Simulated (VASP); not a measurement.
# SiC (P6_3mc) in VASP: band structure with HSE06

Aim: the band structure of SiC with HSE06.

Program: VASP 6.6.1. These are calculated values, not measurements. Logs are shortened: lines on timing, memory, paths and dates and some standing lists are left out, and cuts for length are marked.

## 1. Starting point

It takes space group P6_3mc (No. 186, hexagonal). The conventional cell has a = 3.076 Å, b = 3.076 Å, c = 10.071 Å, α = 90.00°, β = 90.00°, γ = 120.00°. Around Si (site symmetry 3m) lie 4 C at 1.88 to 1.89 Å. Si (site symmetry 3m) is surrounded by 4 C at 1.88 to 1.89 Å. C (site symmetry 3m) is surrounded by 4 Si at 1.88 to 1.89 Å. Around C (site symmetry 3m) lie 4 Si at 1.88 to 1.89 Å.

The cell is a database's computed one.

## 2. Band structure, HSE06

POSCAR

```
SiC
1.0
    3.0756941500      0.0000000000      0.0000000000
   -1.5378470700      2.6636292700      0.0000000000
    0.0000000000      0.0000000000     10.0706464800
Si C
4 4
Direct
    0.6666666700      0.3333333300      0.9378419800
    0.3333333300      0.6666666700      0.4378419800
    0.0000000000      0.0000000000      0.6878943800
    0.0000000000      0.0000000000      0.1878943800
    0.6666666700      0.3333333300      0.7498025900
    0.3333333300      0.6666666700      0.2498025900
    0.0000000000      0.0000000000      0.5004600500
    0.0000000000      0.0000000000      0.0004600500
```

INCAR.step1

```
  PREC = Accurate
  ENCUT = 520
  EDIFF = 1E-5
  ISMEAR = 0
  SIGMA = 0.02
  LREAL = False
  LASPH = True
  NELM = 80
  ALGO = Normal
  ISIF = 2
  LWAVE = True
  LCHARG = False
  NBANDS = 26
  GGA = PE
```

INCAR.step2

```
  PREC = Accurate
  ENCUT = 520
  EDIFF = 1E-6
  ISMEAR = 0
  SIGMA = 0.02
  LREAL = False
  LASPH = True
  NELM = 80
  ALGO = Normal
  ISIF = 2
  LWAVE = False
  LCHARG = False
  GGA = PE
  LHFCALC = True
  HFSCREEN = 0.2
  PRECFOCK = Fast
  NBANDS = 26
  ISTART = 1
```

KPOINTS

```
Automatic mesh
0
Gamma
  6 6 2
```

KPOINTS_OPT

```
path GMKGALHA,LM,KH
12
line-mode
reciprocal
 0.0000000000  0.0000000000  0.0000000000  G
 0.5000000000  0.0000000000  0.0000000000  M

 0.5000000000  0.0000000000  0.0000000000  M
 0.3333333333  0.3333333333  0.0000000000  K

 0.3333333333  0.3333333333  0.0000000000  K
 0.0000000000  0.0000000000  0.0000000000  G

 0.0000000000  0.0000000000  0.0000000000  G
 0.0000000000  0.0000000000  0.5000000000  A

 0.0000000000  0.0000000000  0.5000000000  A
 0.5000000000  0.0000000000  0.5000000000  L

 0.5000000000  0.0000000000  0.5000000000  L
 0.3333333333  0.3333333333  0.5000000000  H

 0.3333333333  0.3333333333  0.5000000000  H
 0.0000000000  0.0000000000  0.5000000000  A

 0.5000000000  0.0000000000  0.5000000000  L
 0.5000000000  0.0000000000  0.0000000000  M

 0.3333333333  0.3333333333  0.0000000000  K
 0.3333333333  0.3333333333  0.5000000000  H
```

Potentials or basis: VASP PAW PBE potentials, release 64 (Si, C).

On the command line:

```sh
> cat potpaw_PBE.64/Si/POTCAR potpaw_PBE.64/C/POTCAR > POTCAR
> cp INCAR.step1 INCAR
> mpirun -np 1 vasp_std > vasp.out
> cp INCAR.step2 INCAR
> mpirun -np 1 vasp_std > vasp.out
```

OUTCAR:

```text
PREC = Accurate
   ENCUT = 520
   EDIFF = 1E-6
   ISMEAR = 0
   LREAL = False
   LASPH = True
   NELM = 80
   ISIF = 2
   GGA = PE
   LHFCALC = True
   HFSCREEN = 0.2
   PRECFOCK = Fast
   ISTART = 1

 ion  position               nearest neighbor table
   1  0.667  0.333  0.938-   8 1.88   8 1.88   8 1.88   5 1.89   3 3.08   3 3.08   3 3.08   4 3.08
                             4 3.08   4 3.08
   2  0.333  0.667  0.438-   7 1.88   7 1.88   7 1.88   6 1.89   4 3.08   4 3.08   4 3.08   3 3.08
                             3 3.08   3 3.08
   3  0.000  0.000  0.688-   5 1.88   5 1.88   5 1.88   7 1.89   1 3.08   1 3.08   1 3.08   2 3.08
                             2 3.08   2 3.08
   4  0.000  0.000  0.188-   6 1.88   6 1.88   6 1.88   8 1.89   2 3.08   2 3.08   2 3.08   1 3.08
                             1 3.08   1 3.08
   5  0.667  0.333  0.750-   3 1.88   3 1.88   3 1.88   1 1.89
   6  0.333  0.667  0.250-   4 1.88   4 1.88   4 1.88   2 1.89
   7  0.000  0.000  0.500-   2 1.88   2 1.88   2 1.88   3 1.89
   8  0.000  0.000  0.000-   1 1.88   1 1.88   1 1.88   4 1.89

  LATTYP: Found a hexagonal cell.
 ALAT       =     3.0756941500
 C/A-ratio  =     3.2742678527

  Lattice vectors:

 A1 = (   3.0756941500,   0.0000000000,   0.0000000000)
 A2 = (  -1.5378470700,   2.6636292700,   0.0000000000)
 A3 = (   0.0000000000,   0.0000000000,  10.0706464800)

Analysis of symmetry for initial positions (statically):
=====================================================================
 Subroutine PRICEL returns:
 Original cell was already a primitive cell.

 Routine SETGRP: Setting up the symmetry group for a
 hexagonal supercell.

 Subroutine GETGRP returns: Found 12 space group operations
 (whereof  6 operations were pure point group operations)
 out of a pool of 24 trial point group operations.

The static configuration has the point symmetry C_3v.
 The point group associated with its full space group is C_6v.

Analysis of symmetry for dynamics (positions and initial velocities):
=====================================================================
 Subroutine PRICEL returns:
 Original cell was already a primitive cell.

 Routine SETGRP: Setting up the symmetry group for a
 hexagonal supercell.

 Subroutine GETGRP returns: Found 12 space group operations
 (whereof  6 operations were pure point group operations)
 out of a pool of 24 trial point group operations.

The dynamic configuration has the point symmetry C_3v.
 The point group associated with its full space group is C_6v.

 Subroutine INISYM returns: Found 12 space group operations
 (whereof  6 operations are pure point group operations),
 and found     1 'primitive' translations

----------------------------------------------------------------------------------------

                                     Primitive cell

  volume of cell :      82.5039

  direct lattice vectors                    reciprocal lattice vectors
     3.075694150  0.000000000  0.000000000     0.325129857  0.187713810  0.000000000
    -1.537847070  2.663629270  0.000000000     0.000000000  0.375427621  0.000000000
     0.000000000  0.000000000 10.070646480     0.000000000  0.000000000  0.099298491

  length of vectors
     3.075694150  3.075694149 10.070646480     0.375427621  0.375427621  0.099298491

  position of ions in fractional coordinates (direct lattice)
     0.666666670  0.333333330  0.937841980
     0.333333330  0.666666670  0.437841980
     0.000000000  0.000000000  0.687894380
     0.000000000  0.000000000  0.187894380
     0.666666670  0.333333330  0.749802590
     0.333333330  0.666666670  0.249802590
     0.000000000  0.000000000  0.500460050
     0.000000000  0.000000000  0.000460050

  ion indices of the primitive-cell ions
   primitive index   ion index
                 1           1
                 2           2
                 3           3
                 4           4
                 5           5
                 6           6
                 7           7
                 8           8

----------------------------------------------------------------------------------------

 KPOINTS: Automatic mesh

Automatic generation of k-mesh.
 Grid dimensions read from file:
 generate k-points for:    6    6    2

 Generating k-lattice:

  Cartesian coordinates                     Fractional coordinates (reciprocal lattice)
     0.054188310  0.031285635  0.000000000     0.166666667  0.000000000  0.000000000
     0.000000000  0.062571270  0.000000000     0.000000000  0.166666667  0.000000000
     0.000000000  0.000000000  0.049649246     0.000000000  0.000000000  0.500000000

  Length of vectors
     0.062571270  0.062571270  0.049649246

  Shift w.r.t. Gamma in fractional coordinates (k-lattice)
     0.000000000  0.000000000  0.000000000

 Subroutine IBZKPT returns following result:
 ===========================================

 Found     14 irreducible k-points:

 Following reciprocal coordinates:
            Coordinates               Weight
  0.000000  0.000000  0.000000      1.000000
  0.166667  0.000000  0.000000      6.000000
  0.333333  0.000000  0.000000      6.000000
  0.500000  0.000000  0.000000      3.000000
  0.166667  0.166667  0.000000      6.000000
  0.333333  0.166667  0.000000     12.000000
  0.333333  0.333333  0.000000      2.000000
  0.000000  0.000000  0.500000      1.000000
  0.166667  0.000000  0.500000      6.000000
  0.333333  0.000000  0.500000      6.000000
  0.500000  0.000000  0.500000      3.000000
  0.166667  0.166667  0.500000      6.000000
  0.333333  0.166667  0.500000     12.000000
  0.333333  0.333333  0.500000      2.000000
   k-points           NKPTS =     14   k-points in BZ     NKDIM =     72   number of bands    NBANDS=     26
   number of dos      NEDOS =    301   number of ions     NIONS =      8
   total plane-waves  NPLWV =  46080
   dimension x,y,z NGX =    24 NGY =   24 NGZ =   80
   dimension x,y,z NGXF=    48 NGYF=   48 NGZF=  160
   ions per type =               4   4
   NGX,Y,Z   is equivalent  to a cutoff of  12.97, 12.97, 13.21 a.u.
   NGXF,Y,Z  is equivalent  to a cutoff of  25.94, 25.94, 26.41 a.u.
 SYSTEM =  unknown system
   PREC   = accura    normal or accurate (medium, high low for compatibility)
   ISTART =      1    job   : 0-new  1-cont  2-samecut
   ICHARG =      0    charge: 1-file 2-atom 10-const
   ISPIN  =      1    spin polarized calculation?
   LNONCOLLINEAR =      F non collinear calculations
   LSORBIT =      F    spin-orbit coupling
   LASPH  =      T    aspherical Exc in radial PAW
   ENCUT  =  520.0 eV  38.22 Ry    6.18 a.u.   5.72  5.72 18.72*2*pi/ulx,y,z
   NELM   =     80;   NELMIN=  2; NELMDL=  0     # of ELM steps
   EDIFF  = 0.1E-05   stopping-criterion for ELM
   LREAL  =      F    real-space projection
   EDIFFG = 0.1E-04   stopping-criterion for IOM
   NSW    =      0    number of steps for IOM
   IBRION =     -1    ionic relax: 0-MD 1-quasi-New 2-CG
   NFREE  =      0    steps in history (QN), initial steepest desc. (CG)
   ISIF   =      2    stress and relaxation
   ISYM   =      3    0-nonsym 1-usesym 2-fastsym
   POTIM  = 0.5000    time-step for ionic-motion
   TEBEG  =    0.0;   TEEND  =   0.0 temperature during run
   PSTRESS=    0.0 pullay stress
   NELECT =      32.0000    total number of electrons
   NUPDOWN=      -1.0000    fix difference up-down
   EMIN   =  10.00;   EMAX   =-10.00  energy-range for DOS
   EFERMI =   0.00;   METHOD = LEGACY
   ISMEAR =     0;   SIGMA  =   0.02  broadening in eV -4-tet -1-fermi 0-gaus
   EFERMI_NEDOS =   21; number of points for ismear=-14 and -15
   IALGO  =     38    algorithm
   IMIX   =      1    mixing-type and parameters
     AMIX     =   0.40;   BMIX     =  1.00
     AMIX_MAG =   1.60;   BMIX_MAG =  1.00
  volume/ion in A,a.u.               =      10.31        69.60
  Fermi-wavevector in a.u.,A,eV,Ry     =   1.193897  2.256138 19.393597  1.425389
  Thomas-Fermi vector in A             =   2.329900
   LORBIT       =      0    0 simple, 1 ext, 2 COOP (PROOUT), +10 PAW based schemes
   GGA     = PE    functional components
   LHFCALC =     T    Hartree Fock is set to
   PRECFOCK=fast      Normal, Fast or Accurate (Low or Medium for compatibility)
   ENCUT4O =  -1.0   cutoff for four orbital integrals eV
   NKREDX  =     1    reduce k-point grid by
   NKREDY  =     1    reduce k-point grid by
   NKREDZ  =     1    reduce k-point grid by
   AEXX    =    0.2500 exact exchange contribution
   HFSCREEN=    0.2000 screening length (either q_TF or 0.3 A-1)
   HFSCREENC=   0.2000 screening length for correlation (either q_TF or 0.3 A-1)
   ENCUTFOCK=  -1.0 apply spherical cutoff to Coloumb kernel
   IVDW    =     0    specifies the selected vdW correction
   LEPSILON=     F    determine dielectric tensor
   LRPA    =     F    only Hartree local field effects (RPA)
 non-spin polarized calculation
 Gauss-broadening in eV      SIGMA  =   0.02
  energy-cutoff  :      520.00
  volume of cell :       82.50
 maximum number of plane-waves:      2248
 NGX is ok and might be reduce to    24
  NGX = 14; NGY = 14; NGZ = 48

 number of electron      32.0000000 magnetization

 Free energy of the ion-electron system (eV)
  ---------------------------------------------------
  ext. energy  EPLUGINS =         0.00000000
  ---------------------------------------------------
  free energy    TOTEN  =       -69.83638850 eV

  energy without entropy =      -69.83638850  energy(sigma->0) =      -69.83638850

 E-fermi :   7.7077     XC(G=0):  -9.3511

 val. band max:        7.5934901943   @ k =   0.0000   0.0000   0.0000
 cond. band min:      10.7595479003   @ k =   0.5000   0.0000   0.0000
 fundamental gap:      3.1660577059
 Fermi energy:         7.7077128605

 k-point     1 :       0.0000    0.0000    0.0000
  band No.  band energies     occupation
      1      -9.5122      2.00000
      2      -8.2281      2.00000
      3      -8.1936      2.00000
      4      -5.6517      2.00000
      5      -1.8672      2.00000
      6       2.7812      2.00000
[... 18 lines left out ...]
     25      16.3224      0.00000
     26      17.0065      0.00000
[... 354 lines left out ...]
      4      -4.4525      2.00000
      5      -0.4798      2.00000
      6      -0.4798      2.00000
[... 18 lines left out ...]
     25      19.5529      0.00000
     26      19.5531      0.00000

------------------------ aborting loop because EDIFF is reached ----------------------------------------

  FORCE on cell =-STRESS in cart. coord.  units (eV):
  Direction    XX          YY          ZZ          XY          YZ          ZX
  --------------------------------------------------------------------------------------
  -------------------------------------------------------------------------------------
  Total       -0.5404469     -0.5404469     -0.6992329     -0.0000000     -0.0000000      0.0000000
  in kB      -10.4951674    -10.4951674    -13.5786984     -0.0000000     -0.0000000      0.0000000
  external PRESSURE =     -11.5230110 kB  Pullay stress =       0.0000000 kB

 VOLUME and BASIS-vectors are now :
 -----------------------------------------------------------------------------
  energy-cutoff  :      520.00
  volume of cell :       82.50
      direct lattice vectors                 reciprocal lattice vectors
     3.075694150  0.000000000  0.000000000     0.325129857  0.187713810  0.000000000
    -1.537847070  2.663629270  0.000000000     0.000000000  0.375427621  0.000000000
     0.000000000  0.000000000 10.070646480     0.000000000  0.000000000  0.099298491

 POSITION                                       TOTAL-FORCE (eV/Angst)
 -----------------------------------------------------------------------------------
      1.53785      0.88788      9.44468        -0.000000     -0.000000      0.005804
     -0.00000      1.77575      4.40935         0.000000     -0.000000      0.005804
      0.00000      0.00000      6.92754         0.000000     -0.000000      0.013306
      0.00000      0.00000      1.89222        -0.000000      0.000000      0.013306
      1.53785      0.88788      7.55100         0.000000     -0.000000     -0.008859
     -0.00000      1.77575      2.51567        -0.000000     -0.000000     -0.008859
      0.00000      0.00000      5.03996        -0.000000      0.000000     -0.010251
      0.00000      0.00000      0.00463         0.000000     -0.000000     -0.010251
 -----------------------------------------------------------------------------------
    total drift:                               -0.000000      0.000000     -0.000032

  FREE ENERGIE OF THE ION-ELECTRON SYSTEM (eV)
  ---------------------------------------------------
  free  energy   TOTEN  =       -69.8363884990 eV

  energy  without entropy=      -69.8363884990  energy(sigma->0) =      -69.83638850
```

Wall time 2 h (1 thread of Intel Xeon Platinum 8488C (Sapphire Rapids), shared host); peak memory 0.36 GiB.

Results:

* Free energy: -69.8364 eV
* Pressure: -1.2 GPa
* Largest force: 0.013 eV/Å
* Band gap on the k mesh: 3.17 eV, indirect (least direct gap 4.41 eV)
* Band gap along the path: 3.17 eV, indirect (least direct gap 4.41 eV)

Forces in eV/Å, atoms in the order of the input:
```
Si   0.000  0.000  0.006
Si   0.000  0.000  0.006
Si   0.000  0.000  0.013
Si   0.000  0.000  0.013
C    0.000  0.000 -0.009
C    0.000  0.000 -0.009
C    0.000  0.000 -0.010
C    0.000  0.000 -0.010
```

Levels at the corners of the path, in eV from the valence-band top:
```tsv
point	band 14	band 15	band 16	band 17	band 18	band 19
Γ	-0.05	0.00	0.00	6.32	6.93	7.60
M	-2.44	-1.72	-1.24	3.17	3.32	5.31
M	-2.44	-1.72	-1.24	3.17	3.32	5.31
K	-3.11	-3.11	-1.83	5.00	5.00	6.36
K	-3.11	-3.11	-1.83	5.00	5.00	6.36
Γ	-0.05	0.00	0.00	6.32	6.93	7.60
Γ	-0.05	0.00	0.00	6.32	6.93	7.60
A	-0.23	-0.23	-0.23	6.54	6.54	8.09
A	-0.23	-0.23	-0.23	6.54	6.54	8.09
L	-2.69	-1.71	-1.71	3.60	3.60	5.29
L	-2.69	-1.71	-1.71	3.60	3.60	5.29
H	-3.00	-2.68	-2.68	4.24	4.24	7.96
H	-3.00	-2.68	-2.68	4.24	4.24	7.96
A	-0.23	-0.23	-0.23	6.54	6.54	8.09
L	-2.69	-1.71	-1.71	3.60	3.60	5.29
M	-2.44	-1.72	-1.24	3.17	3.32	5.31
K	-3.11	-3.11	-1.83	5.00	5.00	6.36
H	-3.00	-2.68	-2.68	4.24	4.24	7.96
```

Caveat: the PAW data sets were made with another functional, which shifts forces and pressure a little.
